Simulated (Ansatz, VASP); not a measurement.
# C: VASP beside Ansatz

File POSCAR:

```
C
1.0
    0.0000000000      2.0631900000      3.3480000000
    1.1911600000      0.0000000000      3.3480000000
    1.1911600000      2.0631900000      0.0000000000
C
2
Direct
    0.1666700000      0.8333300000      0.1666700000
    0.8333300000      0.1666700000      0.8333300000
```

INCAR.step1

```
SYSTEM = C
PREC     = Accurate       ! precision mode
ENCUT    = 520            ! plane-wave cutoff, eV
ISMEAR   = 0              ! smearing method
SIGMA    = 0.05           ! smearing width, eV
LREAL    = .False.        ! projectors in reciprocal space
LASPH    = .True.         ! aspherical terms in the spheres
NELM     = 100            ! most SCF steps
NBANDS   = 11             ! bands
GGA      = PE             ! functional
ALGO     = Normal         ! electronic algorithm
EDIFF    = 1E-4           ! SCF threshold, eV
LWAVE    = .True.         ! write WAVECAR
LCHARG   = .False.        ! write CHGCAR
```

Contents of INCAR.step2:

```
SYSTEM = C
PREC     = Accurate       ! precision mode
ENCUT    = 520            ! plane-wave cutoff, eV
EDIFF    = 1E-6           ! SCF threshold, eV
ISMEAR   = 0              ! smearing method
SIGMA    = 0.05           ! smearing width, eV
LREAL    = .False.        ! projectors in reciprocal space
LASPH    = .True.         ! aspherical terms in the spheres
NELM     = 100            ! most SCF steps
ALGO     = Normal         ! electronic algorithm
ISIF     = 2              ! what is computed and relaxed
LWAVE    = .False.        ! write WAVECAR
LCHARG   = .False.        ! write CHGCAR
METAGGA  = R2SCAN         ! meta-GGA
LMIXTAU  = .True.       
NBANDS   = 11             ! bands
ISTART   = 1
```

KPOINTS

```
regular mesh
0
Gamma
  14 14 14
  0 0 0
```

Input for Ansatz:

```yaml
crystal:
  lattice:
    - [0.0, 2.06319, 3.348]
    - [1.19116, 0.0, 3.348]
    - [1.19116, 2.06319, 0.0]
  atoms:
    - { symbol: C, position: [0.16667, 0.83333, 0.16667] }
    - { symbol: C, position: [0.83333, 0.16667, 0.83333] }
basis:
  ecutwfc: 500
kpoints:
  mp_grid: { grid: [14, 14, 14] }
hamiltonian:
  xc: r2scan
scf:
  occupations: { method: gaussian, width: 0.05 }
output:
  forces: true
  stress: true
  eigenvalues: true
```

Change from the starting cell: strain -0.030 along x and y, +0.000 along z, atoms carried along.

Alike in both runs: task single point; functional r2SCAN; k mesh 14 × 14 × 14; occupations gaussian, width 0.05 eV; no spin polarisation.

|  | VASP | Ansatz |
| --- | --- | --- |
| version | VASP 6.6.1 | Ansatz 0.2.0 |
| potentials or method | VASP PAW PBE potentials, release 64 (C) | scalar-relativistic, plane waves, PAW |
| plane-wave cutoff (eV) | 520 | 500 |
| valence electrons in the cell | 8 | 8 |

```tsv
	VASP	Ansatz	Ansatz less VASP
gap on the k mesh at the Fermi level (eV)	0.51	0.51	-0.001
least direct gap on the mesh (eV)	0.62	0.61	-0.001
pressure (GPa)	30.9	30.2	-0.73
largest component of the traceless stress (GPa)	29.21	28.34	-0.864
rms of the force components (eV/Å)	0.015	0.015	0.0000
```

Atom by atom the forces differ by 0.000 eV/Å (rms over components).

Caveats: so large a pressure means that the cell lies far from this level's equilibrium, or that cutoff or potentials fall short (VASP); the potentials were made for another functional, which shifts forces and pressure (VASP). A k mesh can miss the band edges.
